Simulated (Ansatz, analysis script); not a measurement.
# Calculated records

**Free-standing square Cr monolayer, spacing 3.072 Å: E(q) by the generalised Bloch theorem**

The cell holds 1 atom: 1 Cr. Cell: a = 3.072 Å, b = 3.072 Å, c = 14.000 Å, α = 90.0°, β = 90.0°, γ = 90.0°. An idealised lattice of chosen spacing, in vacuum. Vacuum lies along c.

```
Cr
1.0
     3.07200    0.00000    0.00000
     0.00000    3.07200    0.00000
     0.00000    0.00000   14.00000
Cr
1
Cartesian
  0.0000 0.0000 7.0000
```

```yaml
method: PBEsol, PAW set soft_1 (files made for PBE); spin spirals by the generalised Bloch theorem, no spin–orbit coupling (and 2 further levels or steps)
program: Ansatz 0.2.0 and analysis script 1
settings_of_one_run: cutoff 420 eV, 20×20×1 k-mesh, Fermi-Dirac occupations, smearing width 0.1 eV, cone angle 90 °, wavevectors 7, starting moments 4.39 μB
notes: No spin model is given, since a fit of a few shells misses single points by over 4 % of their range. The cell was taken as built, with atoms unrelaxed. In doubt: the program’s search for lower states was switched off, so a lower magnetic state than those reached may exist.
lowest_point_of_the_path: q = (0.5, 0.5, 0), -210 meV a magnetic atom from q = 0
highest_point: 0 meV a magnetic atom
```

The state at q = (0.5, 0.5, 0) lies 210 meV a magnetic atom below the ferromagnetic start, so that start is not the lowest state; a flat spiral with q made of halves, on one magnetic atom a cell, is a collinear order of a doubled cell. The moments change by at most 5 % from their size at q = 0, so they are nearly rigid.

[Logs and program files are shortened in this print: banners, set-up blocks, solver, clock and traceback lines can be left out without a mark of their own.]

[Logs are printed without paths, hosts, clocks, repeated set-up lines and the standing remarks that a program may print on its own settings, such as how far it seeks lower states.]

[Hosts, paths, dates, database ids (printed as entryN), source tags and the programs' standing remarks are cut or masked in the printed files.]
